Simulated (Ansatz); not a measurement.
# GaAs: the cost of one run

Computed with Ansatz 0.2.0 (DFT LDA, scalar-relativistic, unless a step's input says otherwise).

2 further runs of the same task are left out: 2 set aside as unsound or not needed.

## (1) The system as given

The structure is cubic, space group F-43m (No. 216). The conventional cell has a = 5.654 Å, b = 5.654 Å, c = 5.654 Å, α = 90.00°, β = 90.00°, γ = 90.00°. Ga (site symmetry -43m) is surrounded by 4 As at 2.45 Å. As (site symmetry -43m) has 4 Ga at 2.45 Å as nearest neighbours.

As a file:

```cif
data_structure
_symmetry_space_group_name_H-M 'P 1'
_symmetry_Int_Tables_number 1
_cell_length_a 3.9978
_cell_length_b 3.9978
_cell_length_c 3.9978
_cell_angle_alpha 60.000
_cell_angle_beta 60.000
_cell_angle_gamma 60.000
_cell_volume 45.18
loop_
_atom_site_label
_atom_site_type_symbol
_atom_site_fract_x
_atom_site_fract_y
_atom_site_fract_z
_atom_site_occupancy
Ga1 Ga 0.00000 0.00000 0.00000 1
As1 As 0.75000 0.75000 0.75000 1
```

Atoms are numbered in the order of the input: Ga1, As2.

## (2) The deformed structure

Space group F-43m before, I-4m2 after.

## (3) All-electron LAPW

Contents of input.yaml:

```yaml
crystal:
  lattice:
    - [0.0, 2.82685, 2.8551185]
    - [2.82685, 0.0, 2.8551185]
    - [2.82685, 2.82685, 0.0]
  atoms:
    - { symbol: Ga, position: [0.0, 0.0, 0.0] }
    - { symbol: As, position: [0.75, 0.75, 0.75] }
kpoints:
  mp_grid: { grid: [10, 10, 10] }
  band_path:
    path:
      - [0.0, 0.0, 0.0]
      - [0.5, 0.0, 0.5]
      - [0.75, 0.25, 0.5]
      - [0.5, 0.5, 0.5]
      - [0.0, 0.0, 0.0]
      - [0.5, 0.5, 0.0]
      - [0.6274629938, 0.6274629938, 0.2549259876]
      - [0.3725370062, 0.3725370062, 0.7450740124]
      - [0.0, 0.0, 0.0]
    npoints: 5
scf:
  occupations: { method: fermi_dirac, width: 0.08 }
hamiltonian:
  xc: lda
  pseudopotentials: { kind: all_electron, lapw: { basis_error: 0.001 } }
output:
  forces: true
  stress: true
  eigenvalues: true
```

Run with:

```bash
$ ansatz run input.yaml --threads 1 --pin off --max-ram 3072MiB --backend cpu --events-out ev --progress --plain --runs-dir out
```

What time and memory should one allow on 1 thread of Intel Xeon 6975P-C (Granite Rapids), shared host?

About 33 s, with a peak of 0.49 GiB.
